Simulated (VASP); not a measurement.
# K (I4/mmm) in VASP: further runs, part 2 of 2

VASP 6.6.1. The steps go on from the part before.

## (4) Single point, PBE+D3(BJ) (strain -0.0400 x Voigt [0, 1, 0, 0, 0, 0], atoms carried along)

File INCAR:

```
PREC     = Accurate       # precision mode
ENCUT    = 520            # plane-wave cutoff, eV
EDIFF    = 1E-6           # SCF threshold, eV
ISMEAR   = 0              # smearing method
SIGMA    = 0.15           # smearing width, eV
LREAL    = False          # projectors in reciprocal space
LASPH    = True           # aspherical terms in the spheres
NELM     = 100            # most SCF steps
ALGO     = Fast           # electronic algorithm
ISIF     = 2              # what is computed and relaxed
LWAVE    = False          # write WAVECAR
LCHARG   = False          # write CHGCAR
GGA      = PE             # functional
IVDW     = 12             # dispersion correction
NBANDS   = 10             # bands
```

File KPOINTS:

```
regular mesh
0
Gamma
  12 12 12
```

File POSCAR:

```
K
1.0
    0.0000000000      3.2561979053      3.3918728180
    3.3918728180      0.0000000000      3.3918728180
    3.3918728180      3.2561979053      0.0000000000
K
1
Direct
    0.0000000000      0.0000000000      0.0000000000
```

Potentials or basis: VASP PAW PBE potentials, release 64 (K_sv).

On the command line:

```console
$ cat potpaw_PBE.64/K_sv/POTCAR > POTCAR
$ mpirun -np 1 vasp_std > vasp.out
```

OUTCAR:

```text
PREC = Accurate
   ENCUT = 520
   EDIFF = 1E-6
   ISMEAR = 0
   LREAL = False
   LASPH = True
   NELM = 100
   ISIF = 2
   GGA = PE
   IVDW = 12
 IVDW          = 12

 ion  position               nearest neighbor table
   1  0.000  0.000  0.000-

  LATTYP: Found a body centered tetragonal cell.
 ALAT       =     4.7968325411
 C/A-ratio  =     1.3576450199

  Lattice vectors:

 A1 = (   0.0000000000,  -3.2561979053,   3.3918728180)
[... 494 lines left out ...]
     10       5.7517      0.00000

 [... further k-points ...]

------------------------ aborting loop because EDIFF is reached ----------------------------------------

 Edisp (eV)   -0.11106

 E8    (eV) :    -0.0599

  FORCE on cell =-STRESS in cart. coord.  units (eV):
  Direction    XX          YY          ZZ          XY          YZ          ZX
  --------------------------------------------------------------------------------------
  -------------------------------------------------------------------------------------
  Total      -0.13954    -0.12862    -0.13954     0.00000     0.00000     0.00000
  in kB      -2.98398    -2.75049    -2.98398     0.00000     0.00000     0.00000
  external pressure =       -2.91 kB  Pullay stress =        0.00 kB

 VOLUME and BASIS-vectors are now :
 -----------------------------------------------------------------------------
  energy-cutoff  :      520.00
  volume of cell :       74.92
      direct lattice vectors                 reciprocal lattice vectors
     0.000000000  3.256197905  3.391872818    -0.147411188  0.153553320  0.147411188
     3.391872818  0.000000000  3.391872818     0.147411188 -0.153553320  0.147411188
     3.391872818  3.256197905  0.000000000     0.147411188  0.153553320 -0.147411188

 POSITION                                       TOTAL-FORCE (eV/Angst)
 -----------------------------------------------------------------------------------
      0.00000      0.00000      0.00000         0.000000      0.000000      0.000000
 -----------------------------------------------------------------------------------
    total drift:                               -0.000000      0.000000      0.000000

  FREE ENERGIE OF THE ION-ELECTRON SYSTEM (eV)
  ---------------------------------------------------
  free  energy   TOTEN  =        -1.1633273418 eV

  energy  without entropy=       -1.1550476420  energy(sigma->0) =       -1.15918749
```

OSZICAR:

```text
N       E                     dE             d eps       ncg     rms          rms(c)
DAV:   1     0.467284415369E+02    0.46728E+02   -0.35995E+03  3268   0.689E+02
DAV:   2     0.655455094574E+00   -0.46073E+02   -0.45342E+02  3488   0.191E+02
DAV:   3    -0.982212214876E+00   -0.16377E+01   -0.16323E+01  5016   0.292E+01
DAV:   4    -0.105029309360E+01   -0.68081E-01   -0.67879E-01  4552   0.482E+00
DAV:   5    -0.105169580763E+01   -0.14027E-02   -0.14025E-02  4918   0.553E-01    0.193E+00
RMM:   6    -0.105183358847E+01   -0.13778E-03   -0.99549E-04  3866   0.217E-01    0.120E+00
RMM:   7    -0.105217062585E+01   -0.33704E-03   -0.23666E-03  4433   0.336E-01    0.554E-02
RMM:   8    -0.105224839959E+01   -0.77774E-04   -0.29717E-04  5234   0.150E-01    0.181E-02
RMM:   9    -0.105226599089E+01   -0.17591E-04   -0.56662E-05  5341   0.536E-02    0.101E-02
RMM:  10    -0.105226691158E+01   -0.92068E-06   -0.20806E-05  5386   0.276E-02    0.549E-03
RMM:  11    -0.105226746961E+01   -0.55804E-06   -0.43486E-06  4536   0.118E-02
   1 F= -.11633273E+01 E0= -.11591875E+01  d E =-.827970E-02
```

stdout:

```text
POSCAR found type information on POSCAR K
 POSCAR found :  1 types and       1 ions
 scaLAPACK will be used
 LDA part: xc-table for (Slater+PW92), standard interpolation
 POSCAR, INCAR and KPOINTS ok, starting setup
 FFT: planning ... GRIDC
 FFT: planning ... GRID_SOFT
 FFT: planning ... GRID
 WAVECAR not read
 entering main loop
WARNING in EDDRMM: call to ZHEGV failed, returncode =   8  4      7
```

It took 37 s on 1 thread of Intel Xeon 6975P-C (Granite Rapids), shared host; peak memory 0.28 GiB.

What came out:

* Free energy: -1.1633 eV
* Pressure: -0.3 GPa
* Band gap on the k mesh: none (metal or under the smearing width)
* Dispersion energy per atom: -0.111 eV

Caveat: pairwise dispersion overbinds metals, which lowers pressure and volume.

## (5) Single point, PBE+D3(BJ) (strain -0.0200 x Voigt [0, 1, 0, 0, 0, 0], atoms carried along)

File INCAR:

```
SYSTEM = K
ALGO = Fast
EDIFF = 1E-6
ENCUT = 520
GGA = PE
ISIF = 2
ISMEAR = 0
IVDW = 12
LASPH = .TRUE.
LCHARG = .TRUE.
LELF = .TRUE.
LREAL = .FALSE.
LVHAR = .TRUE.
LWAVE = .FALSE.
NBANDS = 10
NELM = 100
PREC = Accurate
SIGMA = 0.15
```

File KPOINTS:

```
k-points
0
G
  12 12 12
  0 0 0
```

File POSCAR:

```
K
1.0
    0.0000000000      3.3240353616      3.3918728180
    3.3918728180      0.0000000000      3.3918728180
    3.3918728180      3.3240353616      0.0000000000
K
1
Direct
    0.0000000000      0.0000000000      0.0000000000
```

Potentials or basis: VASP PAW PBE potentials, release 64 (K_sv).

On the command line:

```console
$ cat potpaw_PBE.64/K_sv/POTCAR > POTCAR
$ mpirun -np 1 vasp_std > vasp.out
```

OUTCAR:

```text
SYSTEM = K
   EDIFF = 1E-6
   ENCUT = 520
   GGA = PE
   ISIF = 2
   ISMEAR = 0
   IVDW = 12
   LASPH = .TRUE.
   LREAL = .FALSE.
   NELM = 100
   PREC = Accurate
 IVDW          = 12

 ion  position               nearest neighbor table
   1  0.000  0.000  0.000-

  LATTYP: Found a body centered tetragonal cell.
 ALAT       =     4.7968325411
 C/A-ratio  =     1.3859292911

  Lattice vectors:

 A1 = (   0.0000000000,  -3.3240353616,   3.3918728180)
 A2 = (   0.0000000000,  -3.3240353616,  -3.3918728180)
 A3 = (   3.3918728180,   3.3240353616,   0.0000000000)

Analysis of symmetry for initial positions (statically):
=====================================================================
 Subroutine PRICEL returns:
 Original cell was already a primitive cell.

 Routine SETGRP: Setting up the symmetry group for a
 body centered tetragonal supercell.

 Subroutine GETGRP returns: Found 16 space group operations
 (whereof 16 operations were pure point group operations)
 out of a pool of 16 trial point group operations.

The static configuration has the point symmetry D_4h.

Analysis of symmetry for dynamics (positions and initial velocities):
=====================================================================
 Subroutine PRICEL returns:
 Original cell was already a primitive cell.

 Routine SETGRP: Setting up the symmetry group for a
 body centered tetragonal supercell.

 Subroutine GETGRP returns: Found 16 space group operations
 (whereof 16 operations were pure point group operations)
 out of a pool of 16 trial point group operations.

The dynamic configuration has the point symmetry D_4h.

 Subroutine INISYM returns: Found 16 space group operations
 (whereof 16 operations are pure point group operations),
 and found     1 'primitive' translations

----------------------------------------------------------------------------------------

                                     Primitive cell

  volume of cell :      76.4847

  direct lattice vectors                    reciprocal lattice vectors
     0.000000000  3.324035362  3.391872818    -0.147411188  0.150419579  0.147411188
     3.391872818  0.000000000  3.391872818     0.147411188 -0.150419579  0.147411188
     3.391872818  3.324035362  0.000000000     0.147411188  0.150419579 -0.147411188

  length of vectors
     4.749106474  4.796832541  4.749106474     0.257072298  0.257072298  0.257072298

  position of ions in fractional coordinates (direct lattice)
     0.000000000  0.000000000  0.000000000

  ion indices of the primitive-cell ions
   primitive index   ion index
                 1           1

----------------------------------------------------------------------------------------

 KPOINTS: k-points

Automatic generation of k-mesh.
 Grid dimensions read from file:
 generate k-points for:   12   12   12

 Generating k-lattice:

  Cartesian coordinates                     Fractional coordinates (reciprocal lattice)
    -0.012284266  0.012534965  0.012284266     0.083333333  0.000000000 -0.000000000
     0.012284266 -0.012534965  0.012284266     0.000000000  0.083333333  0.000000000
     0.012284266  0.012534965 -0.012284266    -0.000000000  0.000000000  0.083333333

  Length of vectors
     0.021422691  0.021422691  0.021422691

  Shift w.r.t. Gamma in fractional coordinates (k-lattice)
     0.000000000  0.000000000  0.000000000

 Subroutine IBZKPT returns following result:
 ===========================================

 Found    163 irreducible k-points:

 Following reciprocal coordinates:
            Coordinates               Weight
  0.000000  0.000000  0.000000      1.000000
  0.083333  0.000000 -0.000000      8.000000
  0.166667  0.000000 -0.000000      8.000000
  0.250000  0.000000 -0.000000      8.000000
  0.333333  0.000000 -0.000000      8.000000
  0.416667  0.000000 -0.000000      8.000000
[... 16 lines left out ...]
  0.500000  0.166667 -0.000000     16.000000
 -0.416667  0.166667  0.000000     16.000000
 [... further k-points ...]
   k-points           NKPTS =    163   k-points in BZ     NKDIM =    163   number of bands    NBANDS=     10
   number of dos      NEDOS =    301   number of ions     NIONS =      1
   total plane-waves  NPLWV =  46656
   dimension x,y,z NGX =    36 NGY =   36 NGZ =   36
   dimension x,y,z NGXF=    72 NGYF=   72 NGZF=   72
   ions per type =               1
   NGX,Y,Z   is equivalent  to a cutoff of  12.60, 12.48, 12.60 a.u.
   NGXF,Y,Z  is equivalent  to a cutoff of  25.20, 24.95, 25.20 a.u.
 SYSTEM =  K
   PREC   = accura    normal or accurate (medium, high low for compatibility)
   ISTART =      0    job   : 0-new  1-cont  2-samecut
   ICHARG =      2    charge: 1-file 2-atom 10-const
   ISPIN  =      1    spin polarized calculation?
   LNONCOLLINEAR =      F non collinear calculations
   LSORBIT =      F    spin-orbit coupling
   LASPH  =      T    aspherical Exc in radial PAW
   ENCUT  =  520.0 eV  38.22 Ry    6.18 a.u.   8.83  8.92  8.83*2*pi/ulx,y,z
   NELM   =    100;   NELMIN=  2; NELMDL= -5     # of ELM steps
   EDIFF  = 0.1E-05   stopping-criterion for ELM
   LREAL  =      F    real-space projection
   EDIFFG = 0.1E-04   stopping-criterion for IOM
   NSW    =      0    number of steps for IOM
   IBRION =     -1    ionic relax: 0-MD 1-quasi-New 2-CG
   NFREE  =      0    steps in history (QN), initial steepest desc. (CG)
   ISIF   =      2    stress and relaxation
   ISYM   =      2    0-nonsym 1-usesym 2-fastsym
   POTIM  = 0.5000    time-step for ionic-motion
   TEBEG  =    0.0;   TEEND  =   0.0 temperature during run
   PSTRESS=    0.0 pullay stress
   NELECT =       9.0000    total number of electrons
   NUPDOWN=      -1.0000    fix difference up-down
   EMIN   =  10.00;   EMAX   =-10.00  energy-range for DOS
   EFERMI =   0.00;   METHOD = LEGACY
   ISMEAR =     0;   SIGMA  =   0.15  broadening in eV -4-tet -1-fermi 0-gaus
   EFERMI_NEDOS =   21; number of points for ismear=-14 and -15
   IALGO  =     68    algorithm
   IMIX   =      4    mixing-type and parameters
     AMIX     =   0.40;   BMIX     =  1.00
     AMIX_MAG =   1.60;   BMIX_MAG =  1.00
  volume/ion in A,a.u.               =      76.48       516.14
  Fermi-wavevector in a.u.,A,eV,Ry     =   0.802227  1.515990  8.756282  0.643569
  Thomas-Fermi vector in A             =   1.909865
   LORBIT       =      0    0 simple, 1 ext, 2 COOP (PROOUT), +10 PAW based schemes
   GGA     = PE    functional components
   LHFCALC =     F    Hartree Fock is set to
   AEXX    =    0.0000 exact exchange contribution
   IVDW    =    12    specifies the selected vdW correction
   LEPSILON=     F    determine dielectric tensor
   LRPA    =     F    only Hartree local field effects (RPA)
 non-spin polarized calculation
 RMM-DIIS sequential band-by-band and
 Gauss-broadening in eV      SIGMA  =   0.15
  energy-cutoff  :      520.00
  volume of cell :       76.48
 maximum number of plane-waves:      2084
   NGX = 17   NGY = 17   NGZ = 17

 number of electron       9.0000001 magnetization

 Free energy of the ion-electron system (eV)
  ---------------------------------------------------
  ext. energy  EPLUGINS =         0.00000000
  ---------------------------------------------------
  free energy    TOTEN  =        -1.05166125 eV

  energy without entropy =       -1.04327283  energy(sigma->0) =       -1.04746704

 E-fermi :  -0.2084     XC(G=0):  -5.5575

 val. band max:       -0.2124188090   @ k =  -0.4167   0.0000   0.0833
 cond. band min:      -0.1950003255   @ k =  -0.4167   0.0833   0.0000
 fundamental gap:      0.0174184835
 Fermi energy:        -0.2083881929

 k-point     1 :       0.0000    0.0000    0.0000
  band No.  band energies     occupation
      1     -32.3572      2.00000
      2     -15.8100      2.00000
      3     -15.8100      2.00000
      4     -15.8099      2.00000
      5      -2.3062      2.00000
      6       3.9472      0.00000
      7       3.9472      0.00000
      8       4.0131      0.00000
      9       5.1256      0.00000
     10       5.2492      0.00000
[... 287 lines left out ...]
 k-point    24 :      -0.4167    0.1667    0.0000
  band No.  band energies     occupation
      1     -32.3539      2.00000
      2     -15.8622      2.00000
      3     -15.8286      2.00000
      4     -15.8196      2.00000
      5       0.2167      0.00006
      6       0.6753      0.00000
      7       2.9241      0.00000
      8       3.9358      0.00000
      9       5.1281      0.00000
     10       5.6729      0.00000

 [... further k-points ...]

------------------------ aborting loop because EDIFF is reached ----------------------------------------

 Edisp (eV)   -0.10873

 E8    (eV) :    -0.0587

  FORCE on cell =-STRESS in cart. coord.  units (eV):
  Direction    XX          YY          ZZ          XY          YZ          ZX
  --------------------------------------------------------------------------------------
  -------------------------------------------------------------------------------------
  Total      -0.16676    -0.16004    -0.16676     0.00000     0.00000     0.00000
  in kB      -3.49316    -3.35247    -3.49316     0.00000     0.00000     0.00000
  external pressure =       -3.45 kB  Pullay stress =        0.00 kB

 VOLUME and BASIS-vectors are now :
 -----------------------------------------------------------------------------
  energy-cutoff  :      520.00
  volume of cell :       76.48
      direct lattice vectors                 reciprocal lattice vectors
     0.000000000  3.324035362  3.391872818    -0.147411188  0.150419579  0.147411188
     3.391872818  0.000000000  3.391872818     0.147411188 -0.150419579  0.147411188
     3.391872818  3.324035362  0.000000000     0.147411188  0.150419579 -0.147411188

 POSITION                                       TOTAL-FORCE (eV/Angst)
 -----------------------------------------------------------------------------------
      0.00000      0.00000      0.00000        -0.000000     -0.000000      0.000000
 -----------------------------------------------------------------------------------
    total drift:                               -0.000000      0.000000      0.000000

  FREE ENERGIE OF THE ION-ELECTRON SYSTEM (eV)
  ---------------------------------------------------
  free  energy   TOTEN  =        -1.1603911584 eV

  energy  without entropy=       -1.1520027397  energy(sigma->0) =       -1.15619695
```

Run time: 36 s. Hardware: 1 thread of Intel Xeon 6975P-C (Granite Rapids), shared host; peak memory 0.28 GiB.

What came out:

| Item | Value |
| --- | --- |
| Free energy | -1.1604 eV |
| Pressure | -0.3 GPa |
| Band gap on the k mesh | none (metal or under the smearing width) |
| Dispersion energy per atom | -0.109 eV |

Caveat: pairwise dispersion overbinds metals, which lowers pressure and volume.

## (6) Summary

| cell | gap on the mesh (eV) | pressure (GPa) |
| --- | --- | --- |
| strain +0.0100 x Voigt [0, 1, 0, 0, 0, 0], atoms carried along | none | -0.4 |
| strain +0.0400 x Voigt [0, 1, 0, 0, 0, 0], atoms carried along | none | -0.5 |
| strain -0.0400 x Voigt [0, 1, 0, 0, 0, 0], atoms carried along | none | -0.3 |
| strain -0.0200 x Voigt [0, 1, 0, 0, 0, 0], atoms carried along | none | -0.3 |

Alike in all rows: task single point; level PBE+D3(BJ); potentials or basis VASP PAW PBE potentials, release 64 (K_sv); no spin polarisation; k mesh 12 × 12 × 12; cutoff (eV) 520; smearing gaussian 0.15 eV.

Caveats: pairwise dispersion overbinds metals, which lowers pressure and volume.

Total energies depend on the potentials used, so only differences within one code and one set of settings carry meaning.
